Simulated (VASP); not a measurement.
# Na: restarted molecular dynamics, 2 variants

Na, P6_3/mmc (no. 194), 16 atoms in the cell. PBE, molecular dynamics; PAW potentials Na (PBE set).

| Restart from | Temperature at the end (K) | The same without a restart (K) | Potential energy at the end (eV/atom) | The same without a restart (eV/atom) | Electronic steps in the first step after the restart | Time (s) |
|---|---|---|---|---|---|---|
| CONTCAR with velocities, WAVECAR read | 379.0 | 379.0 | -1.23769 | -1.23769 | 4 | 109 |
| CONTCAR with velocities, no WAVECAR | 379.0 | 379.0 | -1.23769 | -1.23769 | 13 | 110 |

Limits: 120 fs of 16 atoms are too short for converged averages.

## Input of the first row

INCAR.step1:
```
GGA = PE
PREC = Normal
ENCUT = 200
EDIFF = 1E-6
NELMIN = 4
NELM = 60
ALGO = Fast
LREAL = Auto
LASPH = T
ISMEAR = -1
SIGMA = 0.05
ISYM = 0
LWAVE = T
LCHARG = F
IBRION = 0
NSW = 30
POTIM = 2.0
TEBEG = 1000
ISIF = 2
RANDOM_SEED = 276041 0 0
MDALGO = 1
ANDERSEN_PROB = 0.0
KPAR = 2
```

INCAR.step2, as INCAR.step1 but for:
```
- LWAVE = T
+ LWAVE = F
```

KPOINTS:
```
k-points
0
Monkhorst-Pack
  2 2 1
```

POSCAR.step1:
```
Na
1.0
    7.5340000000      0.0000000000      0.0000000000
    0.0000000000      6.5246353922      0.0000000000
    0.0000000000      0.0000000000     12.3080000000
Na
16
Direct
    0.2500000000      0.1666666666      0.3750000000
    0.2500000000      0.1666666666      0.8750000000
    0.7500000000      0.1666666666      0.3750000000
    0.7500000000      0.1666666666      0.8750000000
    0.0000000001      0.6666666666      0.3750000000
    0.0000000001      0.6666666666      0.8750000000
    0.5000000000      0.6666666666      0.3750000000
    0.5000000000      0.6666666666      0.8750000000
    0.0000000000      0.3333333334      0.1250000000
    0.0000000000      0.3333333334      0.6250000000
    0.5000000000      0.3333333334      0.1250000000
    0.5000000000      0.3333333334      0.6250000000
    0.2500000000      0.8333333333      0.1250000000
    0.2500000000      0.8333333333      0.6250000000
    0.7500000000      0.8333333333      0.1250000000
    0.7500000000      0.8333333333      0.6250000000
```

Commands (each step's output is kept before the next begins):
```
cat potpaw_PBE.64/Na/POTCAR > POTCAR
cp INCAR.step1 INCAR
cp POSCAR.step1 POSCAR
mpirun -np 2 vasp_std > vasp.out
cp CONTCAR POSCAR
cp INCAR.step2 INCAR
mpirun -np 2 vasp_std > vasp.out
```

Changes of the last row against the first:
```
(step 1)
- LWAVE = True
+ LWAVE = False
```

VASP 6.6.1 took 109 s on 2 cores (AMD EPYC 7R13 (Zen 3)), a shared host.
